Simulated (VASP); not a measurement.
TiSe:

```
Ti Se
1.0
     0.00000    3.10300    3.10300
     3.10300    0.00000    3.10300
     3.10300    3.10300    0.00000
Ti Se
1 1
Direct
  0.00000 0.00000 0.00000
  0.25000 0.25000 0.25000
```

The cell comes from a database or a generator and needn't be the stable form of this composition.

| Item | Value |
| --- | --- |
| Program | VASP 6.6.1 |
| Task | relaxation of cell and atoms |
| Functional | LAK |
| Potentials or basis | VASP PAW PBE potentials, release 64 (Ti_sv, Se) |
| Cutoff | 600 eV |
| k mesh | 8 × 8 × 8 |
| Occupations | gaussian, width 0.05 eV |
| Spin | no spin polarisation |

At the start: pressure -9.5 GPa; volume 29.88 Å³/atom.

How do energy, volume and symmetry change on relaxing?

Over 3 steps the energy falls by 190.2 meV/atom and the volume is 24.49 Å³/atom (-18.0 %); space group F-43m (No. 216, to 0.05 Å).

Step by step:
| step | energy change (eV) | largest force (eV/Å) | pressure (GPa) | volume (Å³) |
| --- | --- | --- | --- | --- |
| 1 | 0.0000 | 0.0000 | -9.51 | 59.76 |
| 2 | -0.3258 | 0.0000 | 6.00 | 45.70 |
| 3 | -0.3803 | 0.0000 | 0.00 | 48.98 |

Final structure:
```
Ti Se
1.0
     0.00000    2.90398    2.90398
     2.90398    0.00000    2.90398
     2.90398    2.90398    0.00000
Ti Se
1 1
Direct
  0.00000 0.00000 0.00000
  0.25000 0.25000 0.25000
```

Caveat: the volume moved by over 15 % at a fixed basis, so the end points are rough; the PAW data sets were made with another functional, which shifts forces and pressure a little.
